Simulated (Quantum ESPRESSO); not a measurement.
# Ti (Im-3m) in Quantum ESPRESSO: notebook

One crystal, Ti, is run at these levels: PBE, LDA; tasks: phonons and electron-phonon coupling, phonon dispersion.

All numbers are computed with Quantum ESPRESSO 7.5; they aren't measurements. Logs are shortened: lines on timing, memory, paths and dates and some standing lists are left out, and cuts for length are marked.

## 1. Starting point

It takes space group Im-3m (No. 229, cubic). Conventional cell: a = 3.282 Å, b = 3.282 Å, c = 3.282 Å, α = 90.00°, β = 90.00°, γ = 90.00°. Around Ti (site symmetry m-3m) lie 8 Ti at 2.84 Å.

This isn't the form of Ti at room conditions, which is hcp.

## 2. Phonons and electron-phonon coupling, PBE

pw.in reads:

```
&CONTROL
  calculation = 'scf'
  prefix = 'pwscf'
  outdir = './tmp'
  pseudo_dir = './pseudo'
  tprnfor = .true.
  tstress = .true.
  disk_io = 'low'
/
&SYSTEM
  ibrav = 0
  nat = 1
  ntyp = 1
  ecutwfc = 45
  ecutrho = 360
  nbnd = 12
  occupations = 'smearing'
  smearing = 'mp'
  degauss = 0.01999163
/
&ELECTRONS
  conv_thr = 2d-10
  electron_maxstep = 120
  mixing_beta = 0.5
/
ATOMIC_SPECIES
Ti    47.8670 ti_pbe_v1.4.uspp.F.UPF
CELL_PARAMETERS angstrom
  -1.6410000000    1.6410000000    1.6410000000
   1.6410000000   -1.6410000000    1.6410000000
   1.6410000000    1.6410000000   -1.6410000000
ATOMIC_POSITIONS crystal
Ti     0.0000000000    0.0000000000    0.0000000000
K_POINTS automatic
12 12 12 0 0 0
```

relax.in reads:

```
&CONTROL
  calculation = 'vc-relax'
  prefix = 'pwscf'
  outdir = './tmp'
  pseudo_dir = './pseudo'
  tprnfor = .true.
  tstress = .true.
  disk_io = 'low'
  nstep = 40
  forc_conv_thr = 0.0001
  etot_conv_thr = 1d-06
/
&SYSTEM
  ibrav = 0
  nat = 1
  ntyp = 1
  ecutwfc = 45
  ecutrho = 360
  nbnd = 12
  occupations = 'smearing'
  smearing = 'mp'
  degauss = 0.01999163
/
&ELECTRONS
  conv_thr = 2d-10
  electron_maxstep = 120
  mixing_beta = 0.5
/
&IONS
  ion_dynamics = 'bfgs'
/
&CELL
  cell_dynamics = 'bfgs'
  press = 0
  press_conv_thr = 0.2
/
ATOMIC_SPECIES
Ti    47.8670 ti_pbe_v1.4.uspp.F.UPF
CELL_PARAMETERS angstrom
  -1.6410000000    1.6410000000    1.6410000000
   1.6410000000   -1.6410000000    1.6410000000
   1.6410000000    1.6410000000   -1.6410000000
ATOMIC_POSITIONS crystal
Ti     0.0000000000    0.0000000000    0.0000000000
K_POINTS automatic
12 12 12 0 0 0
```

scf2.in reads:

```
&CONTROL
  calculation = 'scf'
  prefix = 'pwscf'
  outdir = './tmp'
  pseudo_dir = './pseudo'
  tprnfor = .true.
  tstress = .true.
  disk_io = 'low'
/
&SYSTEM
  ibrav = 0
  nat = 1
  ntyp = 1
  ecutwfc = 45
  ecutrho = 360
  nbnd = 12
  occupations = 'smearing'
  smearing = 'mp'
  degauss = 0.01999163
/
&ELECTRONS
  conv_thr = 1d-13
  electron_maxstep = 120
  mixing_beta = 0.5
  startingpot = 'file'
  startingwfc = 'file'
/
ATOMIC_SPECIES
Ti    47.8670 ti_pbe_v1.4.uspp.F.UPF
CELL_PARAMETERS angstrom
  -1.6267075024    1.6267075024    1.6267075024
   1.6267075024   -1.6267075024    1.6267075024
   1.6267075024    1.6267075024   -1.6267075024
ATOMIC_POSITIONS crystal
Ti     0.0000000000    0.0000000000    0.0000000000
K_POINTS automatic
12 12 12 0 0 0
```

dense.in reads:

```
&CONTROL
  calculation = 'scf'
  prefix = 'pwscf'
  outdir = './tmp'
  pseudo_dir = './pseudo'
  tprnfor = .true.
  tstress = .true.
  disk_io = 'low'
/
&SYSTEM
  ibrav = 0
  nat = 1
  ntyp = 1
  ecutwfc = 45
  ecutrho = 360
  nbnd = 12
  occupations = 'smearing'
  smearing = 'mp'
  degauss = 0.01999163
  la2F = .true.
/
&ELECTRONS
  conv_thr = 1d-12
  electron_maxstep = 120
  mixing_beta = 0.5
  startingpot = 'file'
/
ATOMIC_SPECIES
Ti    47.8670 ti_pbe_v1.4.uspp.F.UPF
CELL_PARAMETERS angstrom
  -1.6267075024    1.6267075024    1.6267075024
   1.6267075024   -1.6267075024    1.6267075024
   1.6267075024    1.6267075024   -1.6267075024
ATOMIC_POSITIONS crystal
Ti     0.0000000000    0.0000000000    0.0000000000
K_POINTS automatic
36 36 36 0 0 0
```

scf3.in reads:

```
&CONTROL
  calculation = 'scf'
  prefix = 'pwscf'
  outdir = './tmp'
  pseudo_dir = './pseudo'
  tprnfor = .true.
  tstress = .true.
  disk_io = 'low'
/
&SYSTEM
  ibrav = 0
  nat = 1
  ntyp = 1
  ecutwfc = 45
  ecutrho = 360
  nbnd = 12
  occupations = 'smearing'
  smearing = 'mp'
  degauss = 0.01999163
/
&ELECTRONS
  conv_thr = 1d-12
  electron_maxstep = 120
  mixing_beta = 0.5
  startingpot = 'file'
/
ATOMIC_SPECIES
Ti    47.8670 ti_pbe_v1.4.uspp.F.UPF
CELL_PARAMETERS angstrom
  -1.6267075024    1.6267075024    1.6267075024
   1.6267075024   -1.6267075024    1.6267075024
   1.6267075024    1.6267075024   -1.6267075024
ATOMIC_POSITIONS crystal
Ti     0.0000000000    0.0000000000    0.0000000000
K_POINTS automatic
12 12 12 0 0 0
```

ph.in reads:

```
phonon_bands of Ti
&INPUTPH
  prefix = 'pwscf'
  outdir = './tmp'
  tr2_ph = 1d-18
  fildyn = 'dyn'
  niter_ph = 90
  alpha_mix(1) = 0.4
  ldisp = .true.
  nq1 = 4
  nq2 = 4
  nq3 = 4
  electron_phonon = 'interpolated'
  el_ph_sigma = 0.005
  el_ph_nsigma = 10
  fildvscf = 'dvscf'
/
```

q2r.in reads:

```
&INPUT
  fildyn = 'dyn'
  zasr = 'crystal'
  flfrc = 'fc'
  la2F = .true.
/
```

matdyn.in reads:

```
&INPUT
  asr = 'crystal'
  flfrc = 'fc'
  flfrq = 'freq'
  q_in_cryst_coord = .true.
  flvec = ' '
/
80
 0.0000000000  0.0000000000  0.0000000000
 0.0312500000 -0.0312500000  0.0312500000
 0.0625000000 -0.0625000000  0.0625000000
 0.0937500000 -0.0937500000  0.0937500000
 0.1250000000 -0.1250000000  0.1250000000
 0.1562500000 -0.1562500000  0.1562500000
 0.1875000000 -0.1875000000  0.1875000000
 0.2187500000 -0.2187500000  0.2187500000
 0.2500000000 -0.2500000000  0.2500000000
 0.2812500000 -0.2812500000  0.2812500000
 0.3125000000 -0.3125000000  0.3125000000
 0.3437500000 -0.3437500000  0.3437500000
 0.3750000000 -0.3750000000  0.3750000000
 0.4062500000 -0.4062500000  0.4062500000
 0.4375000000 -0.4375000000  0.4375000000
 0.4687500000 -0.4687500000  0.4687500000
 0.5000000000 -0.5000000000  0.5000000000
 0.4545454545 -0.4545454545  0.5000000000
 0.4090909091 -0.4090909091  0.5000000000
 0.3636363636 -0.3636363636  0.5000000000
 0.3181818182 -0.3181818182  0.5000000000
 0.2727272727 -0.2727272727  0.5000000000
 0.2272727273 -0.2272727273  0.5000000000
 0.1818181818 -0.1818181818  0.5000000000
 0.1363636364 -0.1363636364  0.5000000000
 0.0909090909 -0.0909090909  0.5000000000
 0.0454545455 -0.0454545455  0.5000000000
 0.0000000000  0.0000000000  0.5000000000
 0.0000000000  0.0000000000  0.4583333333
 0.0000000000  0.0000000000  0.4166666667
 0.0000000000  0.0000000000  0.3750000000
 0.0000000000  0.0000000000  0.3333333333
 0.0000000000  0.0000000000  0.2916666667
 0.0000000000  0.0000000000  0.2500000000
 0.0000000000  0.0000000000  0.2083333333
 0.0000000000  0.0000000000  0.1666666667
 0.0000000000  0.0000000000  0.1250000000
 0.0000000000  0.0000000000  0.0833333333
 0.0000000000  0.0000000000  0.0416666667
 0.0000000000  0.0000000000  0.0000000000
 0.0166666667  0.0166666667  0.0166666667
 0.0333333333  0.0333333333  0.0333333333
 0.0500000000  0.0500000000  0.0500000000
 0.0666666667  0.0666666667  0.0666666667
 0.0833333333  0.0833333333  0.0833333333
 0.1000000000  0.1000000000  0.1000000000
 0.1166666667  0.1166666667  0.1166666667
 0.1333333333  0.1333333333  0.1333333333
 0.1500000000  0.1500000000  0.1500000000
 0.1666666667  0.1666666667  0.1666666667
 0.1833333333  0.1833333333  0.1833333333
 0.2000000000  0.2000000000  0.2000000000
 0.2166666667  0.2166666667  0.2166666667
 0.2333333333  0.2333333333  0.2333333333
 0.2500000000  0.2500000000  0.2500000000
 0.2666666667  0.2000000000  0.2666666667
 0.2833333333  0.1500000000  0.2833333333
 0.3000000000  0.1000000000  0.3000000000
 0.3166666667  0.0500000000  0.3166666667
 0.3333333333  0.0000000000  0.3333333333
 0.3500000000 -0.0500000000  0.3500000000
 0.3666666667 -0.1000000000  0.3666666667
 0.3833333333 -0.1500000000  0.3833333333
 0.4000000000 -0.2000000000  0.4000000000
 0.4166666667 -0.2500000000  0.4166666667
 0.4333333333 -0.3000000000  0.4333333333
 0.4500000000 -0.3500000000  0.4500000000
 0.4666666667 -0.4000000000  0.4666666667
 0.4833333333 -0.4500000000  0.4833333333
 0.5000000000 -0.5000000000  0.5000000000
 0.2500000000  0.2500000000  0.2500000000
 0.2222222222  0.2222222222  0.2777777778
 0.1944444444  0.1944444444  0.3055555556
 0.1666666667  0.1666666667  0.3333333333
 0.1388888889  0.1388888889  0.3611111111
 0.1111111111  0.1111111111  0.3888888889
 0.0833333333  0.0833333333  0.4166666667
 0.0555555556  0.0555555556  0.4444444444
 0.0277777778  0.0277777778  0.4722222222
 0.0000000000  0.0000000000  0.5000000000
```

matdyn_dos.in reads:

```
&INPUT
  asr = 'crystal'
  flfrc = 'fc'
  dos = .true.
  fldos = 'phdos'
  nk1 = 18
  nk2 = 18
  nk3 = 18
  deltaE = 1
  flvec = ' '
  flfrq = ' '
/
```

matdyn_a2f.in reads:

```
&INPUT
  asr = 'crystal'
  flfrc = 'fc'
  la2F = .true.
  dos = .true.
  fldos = 'dos2'
  nk1 = 14
  nk2 = 14
  nk3 = 14
  ndos = 60
  el_ph_nsigma = 10
  flfrq = 'dosfreq2'
  flvec = ' '
/
```

matdyn_mesh.in reads:

```
&INPUT
  asr = 'crystal'
  flfrc = 'fc'
  flfrq = 'mesh'
  q_in_cryst_coord = .true.
  flvec = ' '
/
1000
 0.05000000  0.05000000  0.05000000
 0.05000000  0.05000000  0.15000000
 0.05000000  0.05000000  0.25000000
[... 997 further points of the even 10 x 10 x 10 mesh, shifted by half a step ...]
```

Potentials or basis: GBRV 1.5 PBE.

Launch:

```console
$ OMP_NUM_THREADS=1 mpirun -n 4 pw.x -nk 4 -in pw.in > pw.out
$ OMP_NUM_THREADS=1 mpirun -n 4 pw.x -nk 4 -in relax.in > relax.out
$ OMP_NUM_THREADS=1 mpirun -n 4 pw.x -nk 4 -in scf2.in > scf2.out
$ OMP_NUM_THREADS=1 mpirun -n 4 pw.x -nk 4 -in dense.in > dense.out
$ OMP_NUM_THREADS=1 mpirun -n 4 pw.x -nk 4 -in scf3.in > scf3.out
$ OMP_NUM_THREADS=1 mpirun -n 4 ph.x -nk 4 -in ph.in > ph.out
$ OMP_NUM_THREADS=1 mpirun -n 1 q2r.x -in q2r.in > q2r.out
$ OMP_NUM_THREADS=1 mpirun -n 1 matdyn.x -in matdyn.in > matdyn.out
$ OMP_NUM_THREADS=1 mpirun -n 1 matdyn.x -in matdyn_dos.in > matdyn_dos.out
$ OMP_NUM_THREADS=1 mpirun -n 1 matdyn.x -in matdyn_a2f.in > matdyn_a2f.out
$ OMP_NUM_THREADS=1 mpirun -n 1 matdyn.x -in matdyn_mesh.in > matdyn_mesh.out
```

pw.out:

```text
This program is part of the open-source Quantum ESPRESSO suite
     for quantum simulation of materials; please cite
[... 6 lines left out ...]
     using ibrav=0 with symmetry is DISCOURAGED, use correct ibrav instead

     K-points division:     npool     =       4
     Subspace diagonalization in iterative solution of the eigenvalue problem:
     a serial algorithm will be used

     G-vector sticks info
     --------------------
     sticks:   dense  smooth     PW     G-vecs:    dense   smooth      PW
     Sum         781     391    155                13811     4897    1205

     Using Slab Decomposition

     bravais-lattice index     =            0
     lattice parameter (alat)  =       5.3712  a.u.
     unit-cell volume          =     119.2840 (a.u.)^3
     number of atoms/cell      =            1
     number of atomic types    =            1
     number of electrons       =        12.00
     number of Kohn-Sham states=           12
     kinetic-energy cutoff     =      45.0000  Ry
     charge density cutoff     =     360.0000  Ry
     scf convergence threshold =      2.0E-10
     mixing beta               =       0.5000
     number of iterations used =            8  plain     mixing
     Exchange-correlation=  SLA  PW   PBX  PBC
                           (   1   4   3   4   0   0   0)

     celldm(1)=   5.371160  celldm(2)=   0.000000  celldm(3)=   0.000000
     celldm(4)=   0.000000  celldm(5)=   0.000000  celldm(6)=   0.000000

     crystal axes: (cart. coord. in units of alat)
               a(1) = (  -0.577350   0.577350   0.577350 )
               a(2) = (   0.577350  -0.577350   0.577350 )
               a(3) = (   0.577350   0.577350  -0.577350 )

     reciprocal axes: (cart. coord. in units 2 pi/alat)
               b(1) = ( -0.000000  0.866025  0.866025 )
               b(2) = (  0.866025 -0.000000  0.866025 )
               b(3) = (  0.866025  0.866025  0.000000 )

     PseudoPot. # 1 for Ti read from file:
     ti_pbe_v1.4.uspp.F.UPF
     Pseudo is Ultrasoft + core correction, Zval = 12.0
     Generated by new atomic code, or converted to UPF format
     Using radial grid of  851 points,  6 beta functions with:
                l(1) =   0
                l(2) =   0
                l(3) =   1
                l(4) =   1
                l(5) =   2
                l(6) =   2
     Q(r) pseudized with  6 coefficients,  rinner =    1.000   1.000   1.000
                                                       1.000   1.000

     atomic species   valence    mass     pseudopotential
     Ti               12.00    47.86700     Ti( 1.00)

     48 Sym. Ops., with inversion, found

   Cartesian axes

     site n.     atom                  positions (alat units)
         1        Ti     tau(   1) = (   0.0000000   0.0000000   0.0000000  )

     number of k points=    72  Methfessel-Paxton smearing, width (Ry)=  0.0200
                       cart. coord. in units 2pi/alat
        k(    1) = (   0.0000000   0.0000000   0.0000000), wk =   0.0011574
        k(    2) = (   0.0721688   0.0721688   0.0000000), wk =   0.0138889
        k(    3) = (   0.1443376   0.1443376   0.0000000), wk =   0.0138889
        k(    4) = (   0.2165064   0.2165064   0.0000000), wk =   0.0138889
        k(    5) = (   0.2886751   0.2886751   0.0000000), wk =   0.0138889
        k(    6) = (   0.3608439   0.3608439   0.0000000), wk =   0.0138889
[... 64 lines left out ...]
        k(   71) = (  -0.8660254  -0.0721688  -0.0721688), wk =   0.0138889
        k(   72) = (  -0.8660254  -0.8660254  -0.8660254), wk =   0.0011574

     Dense  grid:    13811 G-vectors     FFT dimensions: (  36,  36,  36)

     Smooth grid:     4897 G-vectors     FFT dimensions: (  24,  24,  24)

     Check: negative core charge=   -0.000016

     Initial potential from superposition of free atoms

     starting charge      11.0000, renormalised to      12.0000

     negative rho (up, down):  9.874E-04 0.000E+00
     Starting wfcs are   10 randomized atomic wfcs +    2 random wfcs

     Self-consistent Calculation

     iteration #  1     ecut=    45.00 Ry     beta= 0.50
     Davidson diagonalization with overlap
     ethr =  1.00E-02,  avg # of iterations =  4.7

     negative rho (up, down):  1.489E-03 0.000E+00

     total energy              =    -119.05159580 Ry
     estimated scf accuracy    <       0.70393258 Ry

     iteration #  2     ecut=    45.00 Ry     beta= 0.50
     Davidson diagonalization with overlap
     ethr =  5.87E-03,  avg # of iterations =  2.1

     negative rho (up, down):  6.366E-04 0.000E+00

     total energy              =    -119.23451097 Ry
     estimated scf accuracy    <       0.03624990 Ry
[... 46 lines left out ...]
     iteration #  8     ecut=    45.00 Ry     beta= 0.50
     Davidson diagonalization with overlap
     ethr =  4.67E-10,  avg # of iterations =  1.1

     negative rho (up, down):  4.480E-04 0.000E+00

     total energy              =    -119.24212794 Ry
     estimated scf accuracy    <          2.9E-09 Ry

     iteration #  9     ecut=    45.00 Ry     beta= 0.50
     Davidson diagonalization with overlap
     ethr =  2.44E-11,  avg # of iterations =  1.9

     negative rho (up, down):  4.480E-04 0.000E+00

     End of self-consistent calculation

          k = 0.0000 0.0000 0.0000 (   603 PWs)   bands (ev):

   -43.6539 -19.5389 -19.5389 -19.5389   6.9821  13.8574  13.8574  13.8574
    15.5819  15.5819  30.1748  30.1748

          k = 0.0722 0.0722 0.0000 (   613 PWs)   bands (ev):

   -43.6457 -19.5833 -19.5527 -19.5392   7.2147  13.7526  13.8247  14.0256
    15.4652  15.5886  29.7697  30.1245

          k = 0.1443 0.1443 0.0000 (   613 PWs)   bands (ev):

   -43.6233 -19.7033 -19.5900 -19.5399   7.8756  13.4787  13.6539  14.5087
    15.2893  15.6171  28.4881  29.6166

          k = 0.2165 0.2165 0.0000 (   607 PWs)   bands (ev):

   -43.5926 -19.8642 -19.6407 -19.5408   8.8365  13.1299  13.3326  15.2357
    15.2989  15.6812  26.4525  28.4882
[... 328 lines left out ...]
   -43.4559 -19.9779 -19.9472 -19.9472  11.0252  11.0887  16.0014  16.0014
    16.5089  19.5689  22.3046  22.3046

          k =-0.8660-0.0722-0.0722 (   610 PWs)   bands (ev):

   -43.4499 -19.9917 -19.9626 -19.9500  10.9494  10.9513  16.1993  16.2912
    16.7492  20.7903  21.1226  21.7376

          k =-0.8660-0.8660-0.8660 (   610 PWs)   bands (ev):

   -43.4441 -19.9783 -19.9783 -19.9783  10.8305  10.8305  16.7269  16.7269
    16.7269  21.1057  21.1057  21.1057

     the Fermi energy is    12.8795 ev

!    total energy              =    -119.24212794 Ry
     estimated scf accuracy    <          3.6E-11 Ry
     smearing contrib. (-TS)   =      -0.00005697 Ry
     internal energy E=F+TS    =    -119.24207097 Ry

     The total energy is F=E-TS. E is the sum of the following terms:
     one-electron contribution =     -41.22052549 Ry
     hartree contribution      =      24.50752634 Ry
     xc contribution           =     -18.03330262 Ry
     ewald contribution        =     -84.49576921 Ry

     convergence has been achieved in   9 iterations

     negative rho (up, down):  4.480E-04 0.000E+00

     Forces acting on atoms (cartesian axes, Ry/au):

     atom    1 type  1   force =     0.00000000    0.00000000    0.00000000

     Total force =     0.000000     Total SCF correction =     0.000000

     Computing stress (Cartesian axis) and pressure

     negative rho (up, down):  4.480E-04 0.000E+00
          total   stress  (Ry/bohr**3)                   (kbar)     P=      -26.45
  -0.00017980   0.00000000   0.00000000          -26.45        0.00        0.00
   0.00000000  -0.00017980   0.00000000            0.00      -26.45        0.00
   0.00000000   0.00000000  -0.00017980            0.00        0.00      -26.45

=------------------------------------------------------------------------------=
   JOB DONE.
=------------------------------------------------------------------------------=
```

Run time: 13 min. Hardware: 4 MPI ranks of Intel Xeon Platinum 8488C (Sapphire Rapids), shared host; peak memory 0.4 GiB.

Results:

- Free energy: -1622.3756 eV
- Relaxed volume: 17.22 Å³/atom
- Relaxed cell: a = 2.818 Å, b = 2.818 Å, c = 2.818 Å, α = 109.47°, β = 109.47°, γ = 109.47°
- Space group after relaxing (to 0.05 Å): Im-3m (No. 229)
- Pressure after relaxing: 0.0 GPa
- Band gap on the k mesh: none (metal or under the smearing width)
- Highest phonon frequency: 217 cm⁻¹
- Most unstable mode: 165i cm⁻¹

The path:
```tsv
step	energy change (eV)	largest force (eV/Å)	pressure (GPa)	volume (Å³)
1	0.0000	0.0000	-2.65	17.68
2	-0.0029	0.0000	-1.29	17.44
3	-0.0038	0.0000	0.01	17.22
4	-0.0038	0.0000	0.00	17.22
```

Final structure:
```xyz
1
Lattice="-1.6267 1.6267 1.6267 1.6267 -1.6267 1.6267 1.6267 1.6267 -1.6267" Properties=species:S:1:pos:R:3 pbc="T T T"
Ti    0.0000    0.0000    0.0000
```

Phonon frequencies in cm⁻¹ (negative: imaginary):
| q point | frequencies |
| --- | --- |
| (0.000, 0.000, 0.000) | 0 0 0 |
| (0.219, -0.219, 0.219) | 118 129 129 |
| (0.438, -0.438, 0.438) | 212 215 215 |
| (0.273, -0.273, 0.500) | 177 196 202 |
| (0.000, 0.000, 0.458) | -160 155 158 |
| (0.000, 0.000, 0.167) | -51 57 125 |
| (0.050, 0.050, 0.050) | -21 -21 104 |
| (0.167, 0.167, 0.167) | -120 -120 190 |
| (0.283, 0.150, 0.283) | -143 -54 -54 |
| (0.400, -0.200, 0.400) | 182 191 191 |
| (0.250, 0.250, 0.250) | -113 -113 -113 |
| (0.056, 0.056, 0.444) | -164 150 151 |

Phonon frequencies at the corners of the path (cm⁻¹, interpolated; i marks imaginary ones):
| point | frequencies |
| --- | --- |
| Γ | 0 0 0 |
| H | 217 217 217 |
| N | 163i 154 160 |
| P | 113i 113i 113i |

Phonon states per cell in windows of 20 cm⁻¹ (negative: imaginary):
| from (cm⁻¹) | total |
| --- | --- |
| -180 | 0.01 |
| -160 | 0.13 |
| -140 | 0.12 |
| -120 | 0.11 |
| -100 | 0.10 |
| -80 | 0.09 |
| -60 | 0.07 |
| -40 | 0.06 |
| -20 | 0.06 |
| 0 | 0.06 |
| 20 | 0.07 |
| 40 | 0.08 |
| 60 | 0.11 |
| 80 | 0.14 |
| 100 | 0.17 |
| 120 | 0.22 |
| 140 | 0.31 |
| 160 | 0.53 |
| 180 | 0.45 |
| 200 | 0.14 |

Caveat: some modes are imaginary; λ from interpolated matrix elements is rough: modes that symmetry makes equal can differ by tens of percent.

(Continued in part 2 of 2.)
